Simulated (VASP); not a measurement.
# CaF2 (Fm-3m) in VASP: further runs

One crystal, CaF2, is run at these levels: PBE; tasks: single point, relaxation of cell and atoms.

Everything below comes from runs of VASP 6.6.1. Logs are shortened: lines on timing, memory, paths and dates and some standing lists are left out, and cuts for length are marked.

## Step 1: Starting point

The structure is cubic, space group Fm-3m (No. 225). The conventional cell has a = 5.512 Å, b = 5.512 Å, c = 5.512 Å, α = 90.00°, β = 90.00°, γ = 90.00°. Ca (site symmetry m-3m) is surrounded by 8 F at 2.39 Å. Around F (site symmetry -43m) lie 4 Ca at 2.39 Å.

The cell comes from a database or a generator and needn't be the stable form of this composition.

## Step 2: Single point, PBE

Input file INCAR:

```
ALGO = Normal ; EDIFF = 1E-7
ENCUT = 520 ; GGA = PE
ISIF = 2 ; ISMEAR = 0
LASPH = True ; LCHARG = True
LELF = True ; LREAL = False
LVHAR = True ; LWAVE = False
NBANDS = 19 ; NELM = 80
PREC = Accurate ; SIGMA = 0.02
```

Input file KPOINTS:

```
k-points
0
Gamma
  8 8 8
```

Input file POSCAR:

```
CaF2
1.0
    0.0000000000      2.7558810348      2.7558810348
    2.7558810348      0.0000000000      2.7558810348
    2.7558810348      2.7558810348      0.0000000000
Ca F
1 2
Direct
    0.0000000000      0.0000000000      0.0000000000
    0.7500000000      0.7500000000      0.7500000000
    0.2500000000      0.2500000000      0.2500000000
```

Potentials or basis: VASP PAW PBE potentials, release 64 (Ca_sv, F).

On the command line:

```console
$ cat potpaw_PBE.64/Ca_sv/POTCAR potpaw_PBE.64/F/POTCAR > POTCAR
$ mpirun -np 1 vasp_std > vasp.out
```

OUTCAR:

```text
EDIFF = 1E-7
   ENCUT = 520
   GGA = PE
   ISIF = 2
   ISMEAR = 0
   LASPH = True
   LREAL = False
   NELM = 80
   PREC = Accurate

 ion  position               nearest neighbor table
   1  0.000  0.000  0.000-   2 2.39   2 2.39   2 2.39   2 2.39   3 2.39   3 2.39   3 2.39   3 2.39

   2  0.750  0.750  0.750-   1 2.39   1 2.39   1 2.39   1 2.39
   3  0.250  0.250  0.250-   1 2.39   1 2.39   1 2.39   1 2.39

  LATTYP: Found a face centered cubic cell.
 ALAT       =     5.5117620696

  Lattice vectors:

 A1 = (   0.0000000000,   2.7558810348,   2.7558810348)
 A2 = (   2.7558810348,   0.0000000000,   2.7558810348)
 A3 = (   2.7558810348,   2.7558810348,   0.0000000000)

Analysis of symmetry for initial positions (statically):
=====================================================================
 Subroutine PRICEL returns:
 Original cell was already a primitive cell.

 Routine SETGRP: Setting up the symmetry group for a
 face centered cubic supercell.

 Subroutine GETGRP returns: Found 48 space group operations
 (whereof 48 operations were pure point group operations)
 out of a pool of 48 trial point group operations.

The static configuration has the point symmetry O_h .

Analysis of symmetry for dynamics (positions and initial velocities):
=====================================================================
 Subroutine PRICEL returns:
 Original cell was already a primitive cell.

 Routine SETGRP: Setting up the symmetry group for a
 face centered cubic supercell.

 Subroutine GETGRP returns: Found 48 space group operations
 (whereof 48 operations were pure point group operations)
 out of a pool of 48 trial point group operations.

The dynamic configuration has the point symmetry O_h .

 Subroutine INISYM returns: Found 48 space group operations
 (whereof 48 operations are pure point group operations),
 and found     1 'primitive' translations

----------------------------------------------------------------------------------------

                                     Primitive cell

  volume of cell :      41.8612

  direct lattice vectors                    reciprocal lattice vectors
     0.000000000  2.755881035  2.755881035    -0.181430183  0.181430183  0.181430183
     2.755881035  0.000000000  2.755881035     0.181430183 -0.181430183  0.181430183
[... 85 lines left out ...]
   ENCUT  =  520.0 eV  38.22 Ry    6.18 a.u.   7.25  7.25  7.25*2*pi/ulx,y,z
   NELM   =     80;   NELMIN=  2; NELMDL= -5     # of ELM steps
   EDIFF  = 0.1E-06   stopping-criterion for ELM
   LREAL  =      F    real-space projection
   EDIFFG = 0.1E-05   stopping-criterion for IOM
   NSW    =      0    number of steps for IOM
   IBRION =     -1    ionic relax: 0-MD 1-quasi-New 2-CG
   NFREE  =      0    steps in history (QN), initial steepest desc. (CG)
   ISIF   =      2    stress and relaxation
   ISYM   =      2    0-nonsym 1-usesym 2-fastsym
   POTIM  = 0.5000    time-step for ionic-motion
   TEBEG  =    0.0;   TEEND  =   0.0 temperature during run
   PSTRESS=    0.0 pullay stress
   NELECT =      24.0000    total number of electrons
   NUPDOWN=      -1.0000    fix difference up-down
   EMIN   =  10.00;   EMAX   =-10.00  energy-range for DOS
   EFERMI =   0.00;   METHOD = LEGACY
   ISMEAR =     0;   SIGMA  =   0.02  broadening in eV -4-tet -1-fermi 0-gaus
   EFERMI_NEDOS =   21; number of points for ismear=-14 and -15
   IALGO  =     38    algorithm
   IMIX   =      4    mixing-type and parameters
     AMIX     =   0.40;   BMIX     =  1.00
     AMIX_MAG =   1.60;   BMIX_MAG =  1.00
  volume/ion in A,a.u.               =      13.95        94.16
  Fermi-wavevector in a.u.,A,eV,Ry     =   1.360008  2.570042 25.165630  1.849622
  Thomas-Fermi vector in A             =   2.486707
   LORBIT       =      0    0 simple, 1 ext, 2 COOP (PROOUT), +10 PAW based schemes
   GGA     = PE    functional components
   LHFCALC =     F    Hartree Fock is set to
   AEXX    =    0.0000 exact exchange contribution
   IVDW    =     0    specifies the selected vdW correction
   LEPSILON=     F    determine dielectric tensor
   LRPA    =     F    only Hartree local field effects (RPA)
 non-spin polarized calculation
 Gauss-broadening in eV      SIGMA  =   0.02
  energy-cutoff  :      520.00
  volume of cell :       41.86
 maximum number of plane-waves:      1158
 NGX is ok and might be reduce to    30
   NGX = 15   NGY = 15   NGZ = 15

 number of electron      23.9999996 magnetization

 Free energy of the ion-electron system (eV)
  ---------------------------------------------------
  ext. energy  EPLUGINS =         0.00000000
  ---------------------------------------------------
  free energy    TOTEN  =       -17.34033814 eV

  energy without entropy =      -17.34033814  energy(sigma->0) =      -17.34033814

 E-fermi :  -0.8942     XC(G=0):  -9.4972

 val. band max:       -1.1106742690   @ k =   0.5000   0.5000   0.0000
 cond. band min:       6.0069398388   @ k =   0.0000   0.0000   0.0000
 fundamental gap:      7.1176141078
 Fermi energy:        -0.8941605724

 k-point     1 :       0.0000    0.0000    0.0000
  band No.  band energies     occupation
      1     -37.2694      2.00000
      2     -20.9801      2.00000
      3     -20.2484      2.00000
      4     -18.2082      2.00000
      5     -18.2082      2.00000
      6     -18.2082      2.00000
[... 505 lines left out ...]
      6     -17.8179      2.00000
[... 11 lines left out ...]
     18      11.2141      0.00000
     19      12.7571      0.00000

 [... further k-points ...]

------------------------ aborting loop because EDIFF is reached ----------------------------------------

  FORCE on cell =-STRESS in cart. coord.  units (eV):
  Direction    XX          YY          ZZ          XY          YZ          ZX
  --------------------------------------------------------------------------------------
  -------------------------------------------------------------------------------------
  Total        0.0457434      0.0457434      0.0457434      0.0000000     -0.0000000     -0.0000000
  in kB        1.7507628      1.7507628      1.7507628      0.0000000     -0.0000000     -0.0000000
  external PRESSURE =       1.7507628 kB  Pullay stress =       0.0000000 kB

 VOLUME and BASIS-vectors are now :
 -----------------------------------------------------------------------------
  energy-cutoff  :      520.00
  volume of cell :       41.86
      direct lattice vectors                 reciprocal lattice vectors
     0.000000000  2.755881035  2.755881035    -0.181430183  0.181430183  0.181430183
     2.755881035  0.000000000  2.755881035     0.181430183 -0.181430183  0.181430183
     2.755881035  2.755881035  0.000000000     0.181430183  0.181430183 -0.181430183

 POSITION                                       TOTAL-FORCE (eV/Angst)
 -----------------------------------------------------------------------------------
      0.00000      0.00000      0.00000         0.000000     -0.000000      0.000000
      4.13382      4.13382      4.13382         0.000000      0.000000      0.000000
      1.37794      1.37794      1.37794        -0.000000     -0.000000     -0.000000
 -----------------------------------------------------------------------------------
    total drift:                                0.000000     -0.000000      0.000000

  FREE ENERGIE OF THE ION-ELECTRON SYSTEM (eV)
  ---------------------------------------------------
  free  energy   TOTEN  =       -17.3403381419 eV

  energy  without entropy=      -17.3403381419  energy(sigma->0) =      -17.34033814
```

OSZICAR:

```text
N       E                     dE             d eps       ncg     rms          rms(c)
DAV:   1     0.212913609391E+03    0.21291E+03   -0.13675E+04  1102   0.128E+03
DAV:   2    -0.805654248908E+01   -0.22097E+03   -0.21483E+03  1361   0.342E+02
DAV:   3    -0.183375965659E+02   -0.10281E+02   -0.10231E+02  1244   0.788E+01
DAV:   4    -0.186484729746E+02   -0.31088E+00   -0.31034E+00  1721   0.108E+01
DAV:   5    -0.186506025181E+02   -0.21295E-02   -0.21295E-02  1209   0.102E+00    0.803E+00
DAV:   6    -0.173174794164E+02    0.13331E+01   -0.56212E+00  1192   0.160E+01    0.303E+00
DAV:   7    -0.173171819028E+02    0.29751E-03   -0.11826E-01  1295   0.338E+00    0.173E+00
DAV:   8    -0.173370538503E+02   -0.19872E-01   -0.40827E-02  1189   0.217E+00    0.225E-01
DAV:   9    -0.173394498693E+02   -0.23960E-02   -0.77885E-03  1325   0.644E-01    0.133E-01
DAV:  10    -0.173403245167E+02   -0.87465E-03   -0.19116E-03  1169   0.347E-01    0.234E-02
DAV:  11    -0.173403365501E+02   -0.12033E-04   -0.12264E-04  1288   0.919E-02    0.140E-02
DAV:  12    -0.173403381395E+02   -0.15893E-05   -0.18031E-05  1356   0.428E-02    0.293E-03
DAV:  13    -0.173403382340E+02   -0.94531E-07   -0.43527E-06  1256   0.177E-02    0.531E-03
DAV:  14    -0.173403381215E+02    0.11251E-06   -0.20498E-06  1189   0.999E-03    0.406E-04
DAV:  15    -0.173403381419E+02   -0.20444E-07   -0.15862E-08   841   0.145E-03
   1 F= -.17340338E+02 E0= -.17340338E+02  d E =-.837468E-55
```

Run time: 28 s. Hardware: 1 thread of AMD EPYC 7R43 (Zen 3), shared host; peak memory 0.14 GiB.

What came out:

| Item | Value |
| --- | --- |
| Free energy | -17.3403 eV |
| Pressure | 0.2 GPa |
| Band gap on the k mesh | 7.12 eV, indirect (least direct gap 7.37 eV) |

Levels at points of the mesh, in eV from the valence-band top:
```csv
k point,band 10,band 11,band 12,band 13,band 14,band 15
"(0.00, 0.00, 0.00)",-0.25,-0.25,-0.25,7.12,9.06,9.06
"(0.50, 0.00, 0.00)",-1.20,-0.82,-0.82,9.26,9.26,9.57
"(0.50, 0.50, 0.00)",-0.35,-0.35,0.00,8.04,9.36,9.93
```

A k mesh can miss the band edges. As with any semilocal functional, this PBE gap is likely too small.

(Part 1 of 2 ends here.)
